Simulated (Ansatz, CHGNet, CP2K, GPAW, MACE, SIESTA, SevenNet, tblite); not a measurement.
# 1T-ZrSe2/h-AlN heterobilayer (77 atoms): one structure in several programs

How near do other programs and methods come to a plane-wave reference for 1T-ZrSe2/h-AlN heterobilayer (77 atoms)? A plane-wave run serves as the reference.

Program: Ansatz 0.2.0. Level of theory: Kohn-Sham DFT, PBE, PAW, plane waves. Results are calculated unless marked as measured.

### Step 1. Set-up

The cell holds 77 atoms: 13 Zr, 26 Se, 19 Al and 19 N. Its edges and angles: a = 13.618 Å, b = 13.618 Å, c = 22.410 Å, α = 90.0°, β = 90.0°, γ = 120.0°. 13 cells of 1T-ZrSe2 (a = 3.77 Å, strained +0.19 %) and 19 cells of h-AlN (a = 3.13 Å, -0.19 %) on one hexagonal cell, twist 9.52 deg; facing planes 3.23 Å apart; 16 Å of vacuum; displaced by a Gaussian of 0.01 Å. Then every atom was moved at random, 0.05 Å r.m.s. a Cartesian component. Regions: layer 1, 39 atoms (13 Zr and 26 Se); layer 2, 38 atoms (19 Al and 19 N). Vacuum lies along c.

Coordinates:

```xyz
77
Lattice="13.6181 0.0000 0.0000 -6.8091 11.7936 0.0000 0.0000 0.0000 22.4100" Properties=species:S:1:pos:R:3
Zr   -4.2181    9.1824    9.5868
Se   -2.6791   10.5928   11.1541
Se   -2.1372    8.4627    7.9372
Zr   -1.5386    6.3332    9.6329
Se   -0.0166    7.8246   11.1485
Se    0.5151    5.7132    8.0528
Zr   -0.5197    9.9943    9.5729
Se    1.1026   11.4076   11.1281
Se    1.6180    9.3783    8.0212
Zr    6.7901   11.7461    9.6428
Se    1.5650    1.5360   11.1174
Se   -4.7496   11.1749    7.8758
Zr    1.1622    3.6397    9.6202
Se    2.5477    5.1583   11.1597
Se    3.0471    3.0240    7.9479
Zr    2.0351    7.1507    9.6233
Se    3.7195    8.7690   11.1765
Se    4.2401    6.6393    8.0228
Zr    3.1382   10.9059    9.6419
Se   11.5695    0.5536   11.2124
Se    5.2500   10.2143    8.0472
Zr    3.6737    0.9210    9.5769
Se    5.2251    2.4978   11.1844
Se    5.8009    0.3161    8.0053
Zr    4.7466    4.4320    9.6094
Se    6.3294    6.0511   11.2442
Se    6.7971    3.8940    7.9901
Zr    5.7429    8.1473    9.5975
Se    7.2949    9.7188   11.2043
Se    7.7900    7.4858    8.0701
Zr    7.2945    1.7269    9.5682
Se    8.8637    3.3072   11.2556
Se    9.4446    1.2350    8.0199
Zr    8.4200    5.4575    9.6311
Se   -3.6864    6.9855   11.2462
Se   10.4900    4.8105    8.0508
Zr   11.0369    2.7116    9.5281
Se   -1.0017    4.2226   11.1358
Se   -0.4762    2.1887    8.0799
Al    4.3617    9.2131   14.4614
N     5.0563    7.6128   14.4067
Al    6.5120    4.2439   14.4350
N     7.2797    2.7092   14.4186
Al    6.8964    7.2994   14.3879
N     7.5807    5.8525   14.4565
Al    7.1726   10.4974   14.3946
N     7.8852    8.8850   14.3251
Al    1.8798   11.1894   14.3525
N     2.5277    9.4777   14.3989
Al    9.0156    2.4623   14.3957
N     9.8137    0.9145   14.4327
Al    9.3094    5.5733   14.3267
N    10.1189    3.9506   14.4282
Al   -3.8970    8.6342   14.4125
N    -3.1502    6.9121   14.4840
Al   11.5087    0.6186   14.3937
N     5.4103   10.7295   14.5015
Al   -1.6190    3.7286   14.3928
N    -0.9441    2.1563   14.4455
Al   -1.2925    6.7764   14.3538
N    -0.7353    5.1042   14.5255
Al   -1.0391    9.9420   14.4406
N    -0.2327    8.2827   14.4520
Al    0.7710    1.7920   14.3832
N     1.5468    0.3207   14.4000
Al    1.0660    4.9606   14.4787
N     1.7614    3.2708   14.4101
Al    1.4503    8.0276   14.3832
N     2.2309    6.3752   14.4589
Al   -3.4717   11.7841   14.4666
N    -2.8132   10.0575   14.3957
Al    3.5921    3.0577   14.3978
N     4.4673    1.4507   14.2774
Al    3.9936    6.2510   14.4114
N     4.7424    4.4816   14.4423
Al    6.0686    1.2039   14.4854
N     0.0292   11.3331   14.4197
```

### Step 2. The reference run

The PAW files are the set soft_2.

input.yaml reads:

```yaml
crystal:
  lattice:
    - [13.6181, 0.0, 0.0]
    - [-6.80905, 11.79362, 0.0]
    - [0.0, 0.0, 22.41]
  atoms:
    - { symbol: Zr, position: [0.07955, 0.77859, 0.42779] }
    - { symbol: Se, position: [0.25236, 0.89818, 0.49773] }
    - { symbol: Se, position: [0.20185, 0.71757, 0.35418] }
    - { symbol: Zr, position: [0.15552, 0.537, 0.42985] }
    [... 67 atom lines left out ...]
    - { symbol: Al, position: [0.39341, 0.25927, 0.64247] }
    - { symbol: "N", position: [0.38955, 0.12301, 0.6371] }
    - { symbol: Al, position: [0.55827, 0.53003, 0.64308] }
    - { symbol: "N", position: [0.53824, 0.38, 0.64446] }
    - { symbol: Al, position: [0.49667, 0.10208, 0.64638] }
    - { symbol: "N", position: [0.48262, 0.96095, 0.64345] }
kpoints:
  mp_grid: { grid: [1, 1, 1] }
hamiltonian:
  xc: pbe
scf:
  occupations: { method: fermi_dirac, width: 0.05 }
output:
  forces: true
  eigenvalues: true
  populations: true
```

The run is started by

```
$ ansatz run input.yaml --threads 4 --pin off --max-ram 8192MiB --backend cpu --events-out ev --progress --plain --runs-dir out
```

Output:

```text
[...]
Pseudopotentials: kind: paw
Pseudopotential: Zr, paw, valence charge 12, recommended cutoff 420 eV (normal), Zr.paw.azcp
Pseudopotential: Se, paw, valence charge 16, recommended cutoff 420 eV (normal), Se.paw.azcp
Pseudopotential: Al, paw, valence charge 3, recommended cutoff 420 eV (normal), Al.paw.azcp
Pseudopotential: N, paw, valence charge 5, recommended cutoff 420 eV (normal), N.paw.azcp
[... 5 lines on functional and potentials left out ...]
Crystal: 77 atoms, lattice volume = 3599.196 Å³
Basis set: ecut = 420 eV, 70347 PW (Γ), exchange–correlation on 192×192×300 points (8 copies of the dense FFT grid, shifted against one another)
Bands: 439, of which v1, the nominal top of the filled ones, is band 362 counted from 1 (361 counted from 0)
Symmetry: 1 space group operations
Space group: P1 (ITA 1), of the structure as read, at distance tolerance 1.5e-4 Å
k-points: 1
[... 9 lines on functional and potentials left out ...]
Initial density: superposition of atomic densities (neutral atoms: chi_scale 0, normalization atom), corrected by the library's trained network
Initial wavefunctions: pseudopotential atomic-orbital guess
[...]
SCF iter   1: F=—  HF=-214175.249007 eV  |F-HF|=—  |Δ(HF+E_count)|=         —  Δρ=2.47e-3  dr2=1.39e0  ethr=1.77e-3  ⟨swp⟩=7.0  Hψ=1582  notcnv=0  defer=37
preconditioner: auto → Resta (q_TF=auto, 2.088 Å⁻¹)  ε∞=3.1  [insulator: Δε(μ)=0.868 eV  Ē_g=8.166 eV  σ=0.050 eV  W_gap=1.00  n_scr=548 (ndim 8)  ℏωp=11.7 eV  f_vac=0.557  D(μ)=0.03/eV (n_scr^D=0)  ε∞_Penn≈3.1  vacuum switching on, ρ_ref=4.8e-3 e/Å³]
[...]
SCF iter  11: F=—  HF=-214174.962330 eV  |F-HF|=—  |Δ(HF+E_count)|=   3.73e-7  Δρ=1.48e-6  dr2=1.33e-7  ethr=1.38e-11  ⟨swp⟩=22.0  Hψ=2317  notcnv=0
SCF iter  12: F=-214174.962330 eV  HF=-214174.962330 eV  |F-HF|=6.78e-9  |Δ(HF+E_count)|=   4.09e-8  Δρ=4.45e-7  dr2=2.17e-8  ethr=1.38e-11  ⟨swp⟩=5.0  Hψ=1366  notcnv=0
SCF 1 converged in 12 iterations: F = -214174.962330 eV  dr2 = 2.17e-8
[...]
SCF converged after 12 iterations
Free energy (F): -214174.962330 eV
Harris-Foulkes:  -214174.962330 eV  (|F-HF|=6.78e-9)
Internal energy: -214174.956759 eV  (E = F + TS)
E sigma→0 (E₀):  -214174.959544 eV
Entropy (-TS):   -0.005571 eV (-0.072 meV/atom)
Fermi energy:    0.388310 eV
--- Per-component energies (eV) ---
[...]
Σ components = -214174.962330   (vs F -214174.962330, Δ=0.00e0)
--- Forces (eV/Å), atoms counted from 1 ---
  atom   1  Zr    -0.02697995    -0.78776498    -0.54497513
  atom   2  Se     0.38665845     0.25880114     0.11843233
  atom   3  Se     0.17457498     0.05761940     0.63487400
  atom   4  Zr    -0.78121098     0.10943283    -0.26352484
[...]
atom  77  N      0.95888523     1.44808939     0.23347430
  max |Σ_I F_I| component: 4.18e-6 eV/Å
--- Band table (eV) ---
  k-point 0: bands = ["-49.7850", "-49.7439", "-49.6363", "-49.6213", [... 423 levels ...], "4.7266", "4.7516", "4.7782", "4.8004", "4.8276", "4.8797", "4.9112", "4.9759", "5.1275", "5.2024", "5.2279", "5.2344"]
--- Löwdin populations: 77 sites ---
  site symbol       q [e]
     0     Zr     11.2541
     1     Se     16.2546
     2     Se     16.3439
[...]
76      N      6.0758
  spilling = 0.004433 (of n_electrons = 724.000000)
```

It took 66 s on 4 threads of Arm Neoverse V1, shared host; peak memory 4.5 GiB.

Numbers from this run:

- free energy: -214174.9623 eV
- free energy per atom: -2781.4930 eV/atom
- SCF cycles: 12
- r.m.s. force component: 1.339 eV/Å
- longest force: 7.158 eV/Å
- Fermi energy: 0.3883 eV
- gap (highest filled to lowest empty level): 0.5804 eV
- spilling of the projection: 0.004433

Length of the force by element:

```csv
element,coordination,atoms,mean length of the force (eV/Å),spread,least,most
Al,all,19,2.60,1.75,0.299,7.16
N,all,19,2.77,1.74,0.603,6.52
Se,all,26,0.618,0.221,0.214,1.14
Zr,all,13,0.941,0.315,0.497,1.49
```

Löwdin charges by element (they lack the spilled electrons, 0.042 e an atom on average):

```csv
element,coordination,atoms,mean charge (e),spread,least,most
Al,all,19,1.14,0.0188,1.11,1.18
N,all,19,-1.08,0.0263,-1.13,-1.04
Se,all,26,-0.284,0.0319,-0.344,-0.221
Zr,all,13,0.732,0.0191,0.673,0.747
```

By region:

```csv
region,atoms,mean length of the force (eV/Å)
layer 1,39,0.726
layer 2,38,2.69
```

The levels nearest the highest filled one (over half full), pooled over k-points and spins:

```csv
level less the highest filled one (eV),occupation
-0.478,2
-0.375,2
-0.365,2
-0.279,2
-0.244,2
0,1.99
0.580,0.005
0.639,0.001
0.671,0.001
0.701,0
0.745,0
0.761,0
```

### Step 3. The ladder

The programs:
- CP2K 2026.2: Gaussian basis with GTH pseudopotentials and a plane-wave density; labels give functional, basis (MOLOPT sets; SR short-range, UZH the newer set with its own potentials), grid cutoff/relative cutoff and solver (OT: orbital transformation; TRS4, TC2, SIGN: linear-scaling purification with its sparsity filter), or its built-in tight binding.
- GPAW 26.7.0: PAW with atomic orbitals (LCAO), plane waves or a real-space grid of spacing h.
- MACE: machine-learned potential, published weights.
- SIESTA 5.4.2: numerical atomic orbitals, whose automatically made sets are far from complete, with PseudoDojo norm-conserving potentials that we converted to its format (checked against plane waves on the same files for H, C, O, Si, Ge and Ca alone); labels give functional, basis size, energy shift and mesh cutoff.
- SevenNet: machine-learned potential, published weights.
- tblite 0.8.0: extended tight binding, driven from Python.

All use the same cell and atoms; the electronic-structure runs use the same k-mesh, and an electronic temperature of 580 K (0.05 eV) where levels are smeared.

Differences are against the plane-wave reference, forces as r.m.s. over components; share is that over the reference's r.m.s. force, slope the least-squares factor from reference forces to these. Total energies of different programs have different zeros and aren't compared.

```csv
run,"Δ force, r.m.s. (meV/Å)",share (%),slope,Δ gap (eV),cores,CPU time,memory (GiB)
reference,-,-,-,-,4,4.3 min,4.5
"CP2K PBE, DZVP-UZH, 210/50 Ry, diagonalisation (coarse)",66.3,4.95,0.988,-0.0074,2,6.2 min,2.5
"GPAW LDA, LCAO dzp, h 0.18 Å",117,8.74,1.010,-0.0184,1,4.8 min,2.5
"GPAW PBE, LCAO dzp, h 0.16 Å",96.5,7.21,1.048,-0.0257,1,6.9 min,3.5
"GPAW PBE, LCAO dzp, h 0.18 Å",99.1,7.40,1.050,-0.0253,1,5.2 min,2.5
"GPAW PBE, LCAO sz(dzp), h 0.18 Å (coarse)",224,16.7,1.107,-0.249,1,2.3 min,2.1
"GPAW PBE, LCAO szp(dzp), h 0.18 Å (coarse)",118,8.83,1.052,-0.0655,1,4.1 min,2.4
MACE MPA-0 medium potential,146,10.9,0.982,-,1,10 s,0.8
"SIESTA LDA, DZP, shift 0.01 Ry, mesh 500 Ry",85.1,6.35,1.002,7.0e-4,2,9.8 min,3.2
"SIESTA PBE, DZP, shift 0.01 Ry, mesh 500 Ry",160,11.9,1.065,-0.0101,2,13 min,3.2
SevenNet l3i5 potential,139,10.4,1.018,-,1,12 s,1
tblite GFN1-xTB,408,30.4,0.829,-,1,9.9 s,0.21
```

Rows marked coarse were listed beforehand as settings not expected to be converged; some can still land near the reference.

Times of the machine-learned potentials are mostly Python's start and the loading of weights.

CPU time is summed over cores on a shared host, where runs went side by side, so it is rough. Symmetry, cutoffs, thresholds, outputs and thread counts weren't matched or tuned between programs; memory under MPI is the largest rank's times the ranks.

Runs without a result: SIESTA PBE, DZP, shift 0.001 Ry, mesh 500 Ry (cut off at its time limit of 14 min).

Mean charges by element (e), by run and scheme:

```csv
run,scheme,Zr,Se,Al,N
reference,Löwdin,+0.73,-0.28,+1.14,-1.08
"SIESTA LDA, DZP, shift 0.01 Ry, mesh 500 Ry",Hirshfeld,+0.19,-0.07,+0.33,-0.36
"SIESTA PBE, DZP, shift 0.01 Ry, mesh 500 Ry",Hirshfeld,+0.19,-0.07,+0.34,-0.37
tblite GFN1-xTB,Mulliken,+0.55,-0.31,+0.60,-0.55
```

The reference's Löwdin charges lack the electrons that the projection spills, 0.042 e an atom on average.

Within one program, basis, potentials and functional, energies share a zero. Each run against its twin at the usual cutoff or grid and solver:

```csv
run,twin,Δ energy (meV/atom),"Δ force, r.m.s. (meV/Å)",CPU time over the twin's
"GPAW PBE, LCAO dzp, h 0.16 Å","LCAO dzp, h 0.18 Å",-41.1,26.4,1.3
```

### Step 4. Results

```
reference r.m.s. force component                       : 1.34 eV/Å
nearest in forces                                      : CP2K PBE, DZVP-UZH, 210/50 Ry, diagonalisation (coarse), 5.0 %
farthest in forces                                     : tblite GFN1-xTB, 30 %
cheapest electronic-structure run beside the reference : tblite GFN1-xTB, 9.9 s of CPU time
```

The PBE runs in local orbitals, coarse settings apart, differ by 7.2 % (GPAW PBE, LCAO dzp, h 0.16 Å) to 12 % (SIESTA PBE, DZP, shift 0.01 Ry, mesh 500 Ry); basis, grid and potentials can all enter. Tight binding differs by 30 % (tblite GFN1-xTB); it is another model, with fitted parameters of its own, and the xTB methods hold dispersion. Machine-learned potentials differ by 10 % (SevenNet l3i5 potential) to 11 % (MACE MPA-0 medium potential); they were trained on other programs' data. Rows with another functional or a dispersion term differ by 6.4 % (SIESTA LDA, DZP, shift 0.01 Ry, mesh 500 Ry) to 8.7 % (GPAW LDA, LCAO dzp, h 0.18 Å), which mixes the change of model with differences of basis and potentials. Runs with settings chosen to be coarse differ by 5.0 % (CP2K PBE, DZVP-UZH, 210/50 Ry, diagonalisation) to 17 % (GPAW PBE, LCAO sz(dzp), h 0.18 Å), their programs' other errors included. One electronic-structure run takes under half the reference's CPU time: tblite GFN1-xTB, at 30 % in 9.9 s against 4.3 min. GPAW PBE, LCAO sz(dzp), h 0.18 Å stiffens the forces by a factor of 1.11 while following their directions (correlation 0.993); the slopes of the 5 GPAW runs lie between 1.01 and 1.11. At the same functional, gaps differ from the reference's 0.580 eV by between -0.25 and -0.01 eV. These are spacings on the run's k-points, which needn't hold the band edges. Charges hang on model, scheme and program or settings: among these rows the mean for Al runs from +0.33 to +1.14 e. In the reference: filled and empty levels are parted by 0.580 eV at Γ alone; the mesh holds the band edges only if they fold onto it, so the gap at this level can be narrower or closed, while semilocal functionals tend to narrow gaps against experiment. In the reference: mean Löwdin charges: Al +1.14, N -1.08, Se -0.28, Zr +0.73 e (they miss 0.44 % of the electrons, so they add up to more than the cell's charge). Periodic xTB results under one method name differ between programs and library versions. The potentials hold different valence shells: 724 electrons in the reference, 464 in GPAW and 464 in CP2K with DZVP-UZH; this bears on time and differences. Machine-learned potentials mimic data converged in k, so the reference's own k-point error enters their differences. The reference's PBE has no dispersion term, which matters for the binding between molecules or layers. The electronic-structure runs sample only Γ, in a cell whose shortest periodic width is 12 Å.

[Also dropped from logs without a mark: logging warnings of Python, and SIESTA's first energy breakdown and zero terms.]

[Logs are printed without paths, hosts, clocks, repeated set-up lines and the standing remarks that a program may print on its own settings, such as how far it seeks lower states.]

[Hosts, paths, dates, database ids (printed as entryN), source tags and the programs' standing remarks are cut or masked in the printed files.]
